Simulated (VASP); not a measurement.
# Al2O3 (Pbcn) in VASP: further runs, part 2 of 2

VASP 6.6.1. The steps go on from the part before.

**3. Relaxation of cell and atoms, PBEsol**

This run uses another cell than the first one, of 8.36 Å³/atom, 0.976 times its volume.

The input, INCAR:

```
PREC = Accurate ; ENCUT = 600
EDIFF = 1E-7 ; ISMEAR = 0
SIGMA = 0.03 ; LREAL = False
LASPH = True ; NELM = 80
ALGO = Normal ; ISIF = 3
LWAVE = False ; LCHARG = False
GGA = PS ; IBRION = 2
NSW = 90 ; EDIFFG = -0.005
KPAR = 4
```

The input, KPOINTS:

```
regular mesh
0
Gamma
  4 6 6
```

The input, POSCAR:

```
Al2O3                                   
1.0
    7.0259953442      0.0000000000      0.0000000000
    0.0000000000      4.8124339603      0.0000000000
    0.0000000000     -0.0000000000      4.9474984737
  Al              O             
     8    12
Direct
     0.3902079857219677    0.2522219420986584    0.0312168988025275
     0.6097920142780323    0.2522219420986584    0.4687831011974725
     0.1097920142780323    0.2477780579013417    0.5312168988025276
     0.8902079857219677    0.2477780579013417    0.9687831011974724
     0.6097920142780323    0.7477780579013417    0.9687831011974724
     0.3902079857219677    0.7477780579013417    0.5312168988025276
     0.8902079857219677    0.7522219420986583    0.4687831011974725
     0.1097920142780323    0.7522219420986583    0.0312168988025275
     0.6538488373810356    0.1073449868714293    0.1022805649725272
     0.3461511626189643    0.1073449868714293    0.3977194350274728
     0.8461511626189644    0.3926550131285707    0.6022805649725271
     0.1538488373810357    0.3926550131285707    0.8977194350274729
     0.3461511626189643    0.8926550131285707    0.8977194350274729
     0.6538488373810356    0.8926550131285707    0.6022805649725271
     0.1538488373810357    0.6073449868714293    0.3977194350274728
     0.8461511626189644    0.6073449868714293    0.1022805649725272
     0.0000000000000000    0.0495035073866212    0.2500000000000000
     0.5000000000000000    0.4504964926133788    0.7500000000000000
     0.0000000000000000    0.9504964926133790    0.7500000000000000
     0.5000000000000000    0.5495035073866210    0.2500000000000000
```

Potentials or basis: VASP PAW PBE potentials, release 64 (Al, O).

The run is started by

```sh
cat potpaw_PBE.64/Al/POTCAR potpaw_PBE.64/O/POTCAR > POTCAR
mpirun -np 4 vasp_std > vasp.out
```

Wall time 5.2 min (4 MPI ranks of Intel Xeon Platinum 8375C at 2.90GHz (Ice Lake), shared host); peak memory 0.55 GiB.

Results (log left out):

```
Free energy                            : -155.6413 eV
Relaxed volume                         : 8.36 Å³/atom
Relaxed cell                           : a = 7.026 Å, b = 4.811 Å, c = 4.947 Å, α = 90.00°, β = 90.00°, γ = 90.00°
Space group after relaxing (to 0.05 Å) : Pbcn (No. 60)
Energy gained by relaxing              : 0.0 meV/atom
Ionic steps                            : 2
Pressure after relaxing                : 0.0 GPa
Largest force after relaxing           : 0.003 eV/Å
Band gap on the k mesh                 : 5.52 eV, direct
```

Forces on the atoms (eV/Å):
```
Al  -0.002  0.000  0.003
Al   0.002  0.000 -0.003
Al   0.002  0.000  0.003
Al  -0.002  0.000 -0.003
Al   0.002  0.000 -0.003
Al  -0.002  0.000  0.003
Al  -0.002  0.000 -0.003
Al   0.002  0.000  0.003
O    0.001  0.001  0.002
O   -0.001  0.001 -0.002
O   -0.001 -0.001  0.002
O    0.001 -0.001 -0.002
O   -0.001 -0.001 -0.002
O    0.001 -0.001  0.002
O    0.001  0.001 -0.002
O   -0.001  0.001  0.002
O    0.000  0.003  0.000
O    0.000 -0.003  0.000
O    0.000 -0.003  0.000
O    0.000  0.003  0.000
```

Final structure:
```xyz
20
Lattice="7.0259 0.0000 0.0000 0.0000 4.8110 0.0000 0.0000 0.0000 4.9470" Properties=species:S:1:pos:R:3 pbc="T T T"
Al    2.7415    1.2135    0.1545
Al    4.2844    1.2135    2.3190
Al    0.7714    1.1920    2.6280
Al    6.2545    1.1920    4.7925
Al    4.2844    3.5975    4.7925
Al    2.7415    3.5975    2.6280
Al    6.2545    3.6189    2.3190
Al    0.7714    3.6189    0.1545
O     4.5938    0.5164    0.5060
O     2.4321    0.5164    1.9675
O     5.9450    1.8890    2.9795
O     1.0809    1.8890    4.4410
O     2.4321    4.2945    4.4410
O     4.5938    4.2945    2.9795
O     1.0809    2.9219    1.9675
O     5.9450    2.9219    0.5060
O     0.0000    0.2385    1.2367
O     3.5130    2.1670    3.7102
O     0.0000    4.5725    3.7102
O     3.5130    2.6440    1.2367
```

Levels at points of the mesh, in eV from the valence-band top:
```
           k point  band 46  band 47  band 48  band 49  band 50  band 51
(0.00, 0.00, 0.00)    -0.18    -0.15     0.00     5.52     8.25     8.69
(0.50, 0.00, 0.00)    -0.31    -0.13    -0.13     7.03     7.03     9.42
(0.00, 0.50, 0.00)    -0.50    -0.15    -0.15     8.00     8.00     8.58
(0.50, 0.50, 0.00)    -0.29    -0.24    -0.24     8.47     8.47     8.58
(0.00, 0.00, 0.50)    -0.30    -0.12    -0.12     8.07     8.07     8.54
(0.50, 0.00, 0.50)    -0.34    -0.34    -0.34     8.48     8.48     8.48
(0.00, 0.50, 0.50)    -0.28    -0.28    -0.28     9.02     9.02     9.02
(0.50, 0.50, 0.50)    -0.53    -0.53    -0.53     8.76     8.76     8.76
```

Caveat: the PAW data sets were made with another functional, which shifts forces and pressure a little.

**4. Relaxation of cell and atoms, PBE, target pressure 113 GPa, at which the enthalpy is minimised**

The input, INCAR:

```
PREC = Accurate
ENCUT = 600
EDIFF = 1E-6
ISMEAR = 0
SIGMA = 0.03
LREAL = F
LASPH = T
NELM = 80
ALGO = Normal
ISIF = 3
LWAVE = F
LCHARG = F
GGA = PE
IBRION = 2
NSW = 90
EDIFFG = -0.01
PSTRESS = 1130.0
KPAR = 4
```

KPOINTS is that of step 3.

The input, POSCAR:

```
Al2O3
1.0
    7.0899410000      0.0000000000      0.0000000000
    0.0000000000      4.8469330000      0.0000000000
    0.0000000000      0.0000000000      4.9854040000
Al O
8 12
Direct
    0.3903950000      0.2521520000      0.0305140000
    0.6096050000      0.2521520000      0.4694860000
    0.1096050000      0.2478480000      0.5305140000
    0.8903950000      0.2478480000      0.9694860000
    0.6096050000      0.7478480000      0.9694860000
    0.3903950000      0.7478480000      0.5305140000
    0.8903950000      0.7521520000      0.4694860000
    0.1096050000      0.7521520000      0.0305140000
    0.6540020000      0.1070210000      0.1019760000
    0.3459980000      0.1070210000      0.3980240000
    0.8459980000      0.3929790000      0.6019760000
    0.1540020000      0.3929790000      0.8980240000
    0.3459980000      0.8929790000      0.8980240000
    0.6540020000      0.8929790000      0.6019760000
    0.1540020000      0.6070210000      0.3980240000
    0.8459980000      0.6070210000      0.1019760000
    0.0000000000      0.0494040000      0.2500000000
    0.5000000000      0.4505960000      0.7500000000
    0.0000000000      0.9505960000      0.7500000000
    0.5000000000      0.5494040000      0.2500000000
```

The run is started by

```sh
cat potpaw_PBE.64/Al/POTCAR potpaw_PBE.64/O/POTCAR > POTCAR
mpirun -np 4 vasp_std > vasp.out
```

It took 19 min on 4 MPI ranks of AMD EPYC 9R45 (Zen 5), shared host; peak memory 0.57 GiB.

Results (log left out):

* Free energy: -136.2160 eV
* Relaxed volume: 6.48 Å³/atom
* Relaxed cell: a = 6.430 Å, b = 4.402 Å, c = 4.577 Å, α = 90.00°, β = 90.00°, γ = 90.00°
* Space group after relaxing (to 0.05 Å): Pbcn (No. 60)
* Energy change on relaxing (the enthalpy is what falls): +579.0 meV/atom
* Ionic steps: 19
* Pressure after relaxing: 113.0 GPa
* Largest force after relaxing: 0.006 eV/Å
* Band gap on the k mesh: 8.86 eV, direct

Forces in eV/Å, atoms in the order of the input:
```
Al   0.002 -0.005  0.002
Al  -0.002 -0.005 -0.002
Al  -0.002  0.005  0.002
Al   0.002  0.005 -0.002
Al  -0.002  0.005 -0.002
Al   0.002  0.005  0.002
Al   0.002 -0.005 -0.002
Al  -0.002 -0.005  0.002
O   -0.006 -0.003  0.001
O    0.006 -0.003 -0.001
O    0.006  0.003  0.001
O   -0.006  0.003 -0.001
O    0.006  0.003 -0.001
O   -0.006  0.003  0.001
O   -0.006 -0.003 -0.001
O    0.006 -0.003  0.001
O    0.000 -0.002  0.000
O    0.000  0.002  0.000
O    0.000  0.002  0.000
O    0.000 -0.002  0.000
```

Stress tensor (GPa, compression positive):
```
113.03   0.00   0.00
  0.00 112.97   0.00
  0.00   0.00 113.07
```

The path:
| step | energy change (eV) | largest force (eV/Å) | pressure (GPa) | volume (Å³) |
| --- | --- | --- | --- | --- |
| 1 | 0.0000 | 0.0062 | -0.33 | 171.32 |
| 2 | 274.9602 | 8.8161 | 1868.17 | 60.72 |
| 3 | 5.3897 | 0.6442 | 67.68 | 140.98 |
| 4 | 8.2124 | 0.8254 | 89.60 | 135.21 |
| 5 | 11.6012 | 1.0172 | 113.94 | 129.85 |
| 6 | 11.0727 | 0.9887 | 110.24 | 130.61 |
| 7 | 11.3951 | 0.9420 | 111.36 | 130.01 |
| 8 | 11.1674 | 0.5230 | 110.65 | 130.25 |
| 9 | 12.2121 | 0.3033 | 117.68 | 128.70 |
| 10 | 11.9464 | 0.2204 | 115.94 | 129.07 |
| 11 | 11.2497 | 0.1736 | 110.71 | 130.03 |
| 12 | 11.4020 | 0.1540 | 111.90 | 129.81 |
| 13 | 11.6135 | 0.1113 | 113.19 | 129.50 |
| 14 | 11.5503 | 0.0397 | 112.81 | 129.59 |
| 15 | 11.6368 | 0.0295 | 113.44 | 129.47 |
| 16 | 11.6127 | 0.0248 | 113.26 | 129.50 |
| 17 | 11.5456 | 0.0121 | 112.78 | 129.60 |
| 18 | 11.5659 | 0.0102 | 112.92 | 129.57 |
| 19 | 11.5798 | 0.0064 | 113.02 | 129.55 |

Final structure:
```yaml
crystal:
  lattice:
    - [6.42983, 0.00000, 0.00000]
    - [0.00000, 4.40214, 0.00000]
    - [0.00000, 0.00000, 4.57683]
  atoms:
    - { symbol: Al, position: [0.38693, 0.25369, 0.03954] }
    - { symbol: Al, position: [0.61307, 0.25369, 0.46046] }
    - { symbol: Al, position: [0.11307, 0.24631, 0.53954] }
    - { symbol: Al, position: [0.88693, 0.24631, 0.96046] }
    - { symbol: Al, position: [0.61307, 0.74631, 0.96046] }
    - { symbol: Al, position: [0.38693, 0.74631, 0.53954] }
    - { symbol: Al, position: [0.88693, 0.75369, 0.46046] }
    - { symbol: Al, position: [0.11307, 0.75369, 0.03954] }
    - { symbol: O, position: [0.65462, 0.10652, 0.10334] }
    - { symbol: O, position: [0.34538, 0.10652, 0.39666] }
    - { symbol: O, position: [0.84538, 0.39348, 0.60334] }
    - { symbol: O, position: [0.15462, 0.39348, 0.89666] }
    - { symbol: O, position: [0.34538, 0.89348, 0.89666] }
    - { symbol: O, position: [0.65462, 0.89348, 0.60334] }
    - { symbol: O, position: [0.15462, 0.60652, 0.39666] }
    - { symbol: O, position: [0.84538, 0.60652, 0.10334] }
    - { symbol: O, position: [0.00000, 0.05867, 0.25000] }
    - { symbol: O, position: [0.50000, 0.44133, 0.75000] }
    - { symbol: O, position: [0.00000, 0.94133, 0.75000] }
    - { symbol: O, position: [0.50000, 0.55867, 0.25000] }
```

Levels at points of the mesh, in eV from the valence-band top:
| k point | band 46 | band 47 | band 48 | band 49 | band 50 | band 51 |
| --- | --- | --- | --- | --- | --- | --- |
| (0.00, 0.00, 0.00) | -0.35 | -0.25 | 0.00 | 8.86 | 9.55 | 10.10 |
| (0.50, 0.00, 0.00) | -0.52 | -0.29 | -0.29 | 10.17 | 10.17 | 10.85 |
| (0.00, 0.50, 0.00) | -0.77 | -0.32 | -0.32 | 9.69 | 9.69 | 10.84 |
| (0.50, 0.50, 0.00) | -0.57 | -0.55 | -0.55 | 10.36 | 10.36 | 10.86 |
| (0.00, 0.00, 0.50) | -0.60 | -0.25 | -0.25 | 10.55 | 10.55 | 10.93 |
| (0.50, 0.00, 0.50) | -0.61 | -0.61 | -0.61 | 11.00 | 11.00 | 11.00 |
| (0.00, 0.50, 0.50) | -0.55 | -0.55 | -0.55 | 10.86 | 10.86 | 10.86 |
| (0.50, 0.50, 0.50) | -0.88 | -0.88 | -0.88 | 10.20 | 10.20 | 10.20 |

Caveat: the cell is relaxed towards a set pressure, so the enthalpy falls and the energy may rise; the volume moved by over 15 % at a fixed basis, so the end points are rough. A k mesh can miss the band edges.
